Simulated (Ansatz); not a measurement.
Here is an Ansatz 0.2.0 calculation.

The input input.yaml:

```yaml
crystal:
  lattice:
    - [0.0, 2.72525, 2.72525]
    - [2.72525, 0.0, 2.72525]
    - [2.72525, 2.72525, 0.0]
  atoms:
    - { symbol: Ga, position: [0.0, 0.0, 0.0] }
    - { symbol: P, position: [0.75, 0.75, 0.75] }
hamiltonian:
  xc: pbesol
  pseudopotentials: { kind: paw_fr }
magnetization:
  noncollinear: true
  spin_orbit: true
kpoints:
  mp_grid: { grid: [6, 6, 6] }
scf:
  occupations: { method: fermi_dirac, width: 0.05 }
output:
  forces: true
  stress: true
  eigenvalues: true
relax:
  f_tol: 0.01
  max_steps: 40
  cell: { stress_tol: 0.05 }
```

Potentials or basis: Ansatz PAW.

Run with:

```console
$ ansatz run input.yaml --threads 2 --pin off --max-ram 5632MiB --backend cpu --events-out ev --progress --plain --runs-dir out
```

Problem. Estimate the band gap on the k mesh.

Solution. 1.47 eV, indirect (least direct gap 1.77 eV).

Problem. Estimate the relaxed cell.

Solution. a = 3.846 Å, b = 3.846 Å, c = 3.846 Å, α = 60.00°, β = 60.00°, γ = 60.00°.

Problem. Estimate the relaxed volume.

Solution. 20.11 Å³/atom.

Problem. What does it give for the space group after relaxing (to 0.05 Å)?

Solution. F-43m (No. 216).

Final structure:
```xyz
2
Lattice="0.0000 2.7194 2.7194 2.7194 0.0000 2.7194 2.7194 2.7194 0.0000" Properties=species:S:1:pos:R:3 pbc="T T T"
Ga    0.0000    0.0000    0.0000
P     4.0790    4.0790    4.0790
```

Caveat: the plane-wave basis is chosen anew once the cell has moved, so the energies of steps on either side of that aren't comparable; the PAW data sets come from PBE, with cores solved anew for the run's functional, which leaves a small shift of forces and pressure. A k mesh can miss the band edges.
